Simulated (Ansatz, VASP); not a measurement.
**Two plane-wave programs on TePb**

POSCAR

```
TePb
1.0
    0.0000000000      3.0730737746      3.2903020529
    3.0730737746      0.0000000000      3.2903020529
    3.0730737746      3.0730737746      0.0000000000
Pb Te
1 1
Direct
    0.0000000000      0.0000000000      0.0000000000
    0.5000000000      0.5000000000      0.5000000000
```

The input INCAR.step1:

```
SYSTEM = TePb
PREC = Accurate ; ENCUT = 520
ISMEAR = 0 ; SIGMA = 0.01
LREAL = .FALSE. ; LASPH = .TRUE.
NELM = 100 ; NBANDS = 17
GGA = PE ; ALGO = Normal
EDIFF = 1E-4 ; LWAVE = .TRUE.
LCHARG = .FALSE.
```

The input INCAR.step2:

```
SYSTEM = TePb
PREC = Accurate ; ENCUT = 520
EDIFF = 1E-6 ; ISMEAR = 0
SIGMA = 0.01 ; LREAL = .FALSE.
LASPH = .TRUE. ; NELM = 100
ALGO = Normal ; ISIF = 2
LWAVE = .FALSE. ; LCHARG = .TRUE.
METAGGA = R2SCAN ; LMIXTAU = .TRUE.
LELF = .TRUE. ; LVHAR = .TRUE.
NBANDS = 17 ; ISTART = 1
```

The input KPOINTS:

```
regular mesh
0
G
  8 8 8
  0 0 0
```

Input for Ansatz:

```yaml
crystal:
  lattice:
    - [0.0, 3.0730737746, 3.2903020529]
    - [3.0730737746, 0.0, 3.2903020529]
    - [3.0730737746, 3.0730737746, 0.0]
  atoms:
    - { symbol: Pb, position: [0.0, 0.0, 0.0] }
    - { symbol: Te, position: [0.5, 0.5, 0.5] }
kpoints:
  mp_grid: { grid: [8, 8, 8] }
  band_path:
    path:
      - [0.0, 0.0, 0.0]
      - [0.5, 0.0, 0.5]
      - [0.625, 0.25, 0.625]
      - [0.375, 0.375, 0.75]
      - [0.5, 0.5, 0.5]
      - [0.5, 0.25, 0.75]
      - [0.0, 0.0, 0.5]
    npoints: 1
hamiltonian:
  xc: r2scan
scf:
  occupations: { method: fixed }
  n_extra_bands: 4
output:
  forces: true
  stress: true
  eigenvalues: true
```

Change from the starting cell: epitaxial_xy strain -6.0%.

Alike in both runs: task single point; functional r2SCAN; k mesh 8 × 8 × 8; no spin polarisation.

|  | VASP | Ansatz |
| --- | --- | --- |
| version | VASP 6.6.1 | Ansatz 0.2.0 |
| potentials or method | VASP PAW PBE potentials, release 64 (Pb_d, Te) | plane waves, PAW |
| plane-wave cutoff (eV) | 520 | 500 |
| occupations | gaussian, width 0.01 eV | fixed |
| valence electrons in the cell | 20 | 30 |

```csv
,VASP,Ansatz,Ansatz less VASP
gap on the k mesh at the Fermi level (eV),0.47,0.47,-0.002
pressure (GPa),7.1,7.1,-0.01
largest component of the traceless stress (GPa),7.25,7.23,-0.019
```

The two sets of potentials don't hold the same shells in valence.

Caveats: the PAW data sets were made with another functional, which shifts forces and pressure a little (VASP); spin-orbit coupling is left out, which as a rule narrows the gap of such compounds by several tenths of an eV. A k mesh can miss the band edges.
